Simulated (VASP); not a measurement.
# TaN under changes of volume

One of the cells (10.991 Å³/atom); the others are scaled copies at fixed shape and fractional positions:

```
Ta N
1.0
     2.95746    0.00000    0.00000
    -1.47873    2.56123    0.00000
     0.00000    0.00000    2.90209
Ta N
1 1
Direct
  0.00000 0.00000 0.50000
  0.66667 0.33333 0.00000
```

```yaml
Program: VASP 6.6.1
Functional: r2SCAN
Potentials_or_basis: VASP PAW PBE potentials, release 64 (Ta_pv, N)
Cutoff: 520 eV
k_mesh: 10 × 10 × 9
Occupations: fermi-dirac, width 0.05 eV
Spin: no spin polarisation
```

```csv
volume (Å³/atom),energy over the lowest point (meV/atom),pressure (GPa)
10.129,?,?
10.345,22.67,17.7
10.560,4.50,9.1
10.991,0.00,-5.6
11.207,11.57,-11.8
11.422,31.12,-17.5
```

What does the run at 10.129 Å³/atom give?

Energy over the lowest point 53.06 meV/atom; pressure 27.3 GPa.

Worked out: A Birch-Murnaghan fit of order 3 (a polynomial in V^(-2/3)) to the other rows has its minimum at 10.82 Å³/atom with B0 = V·E''(V) = 361 GPa and B' = 4.4 at fixed shape and positions, which overstates the stiffness. It gives 53.20 meV/atom at 10.129 Å³/atom, against the run's 53.06, and -dE/dV = 27.6 GPa, against 27.3.

Energies are extrapolated to zero smearing.

Caveats: the PAW data sets were made with another functional, which shifts forces and pressure a little.
